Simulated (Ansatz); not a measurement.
# GaN: the cost of one run

Method: DFT PBE, scalar-relativistic, plane waves, PAW, in Ansatz 0.2.0.

2 further runs of the same task are left out: 2 set aside as unsound or not needed.

## 1. Starting point

Symmetry: F-43m, No. 216, cubic system. The conventional cell has a = 4.548 Å, b = 4.548 Å, c = 4.548 Å, α = 90.00°, β = 90.00°, γ = 90.00°. Ga (site symmetry -43m) is surrounded by 4 N at 1.97 Å. N (site symmetry -43m) is surrounded by 4 Ga at 1.97 Å.

Coordinates:

```cif
data_structure
_symmetry_space_group_name_H-M 'P 1'
_symmetry_Int_Tables_number 1
_cell_length_a 3.2163
_cell_length_b 3.2163
_cell_length_c 3.2163
_cell_angle_alpha 60.000
_cell_angle_beta 60.000
_cell_angle_gamma 60.000
_cell_volume 23.53
loop_
_atom_site_label
_atom_site_type_symbol
_atom_site_fract_x
_atom_site_fract_y
_atom_site_fract_z
_atom_site_occupancy
Ga1 Ga 0.00000 0.00000 0.00000 1
N1 N 0.75000 0.75000 0.75000 1
```

It goes back to an entry of the Materials Project.

This cell was relaxed beforehand with the same method: volume 11.76 Å³/atom, gap on the mesh 1.54 eV.

## 2. Electronic structure at the relaxed geometry

input.yaml

```yaml
crystal:
  lattice:
    - [0.0, 2.2742384953, 2.2742384953]
    - [2.2742384953, 0.0, 2.2742384953]
    - [2.2742384953, 2.2742384953, 0.0]
  atoms:
    - { symbol: Ga, position: [0.0, 0.0, 0.0] }
    - { symbol: "N", position: [0.75, 0.75, 0.75] }
basis:
  ecutwfc: 420
kpoints:
  mp_grid: { grid: [10, 10, 10] }
  band_path:
    path:
      - [[0.0, 0.0, 0.0], [-0.5, -0.5, 0.0], [-0.375, -0.375, 0.25]]
      - [[-0.375, 0.0, 0.375], [0.0, 0.0, 0.0], [0.0, 0.0, 0.5], [-0.5, -0.25, 0.25], [-0.5, -0.5, 0.0]]
    npoints: 14
hamiltonian:
  xc: pbe
scf:
  occupations: { method: gaussian, width: 0.02 }
  n_extra_bands: 6
output:
  forces: true
  stress: true
  eigenvalues: true
  populations: true
  dos: { projected: true, de: 0.02, nscf_kmesh: { grid: [15, 15, 15] } }
  bader: true
```

Command:

```console
> ansatz run input.yaml --threads 1 --pin off --max-ram 2560MiB --backend cpu --events-out ev --progress --plain --runs-dir out
```

What time and memory should one allow on 1 thread of Arm Neoverse V2, shared host?

About 20 s, with a peak of 0.29 GiB.
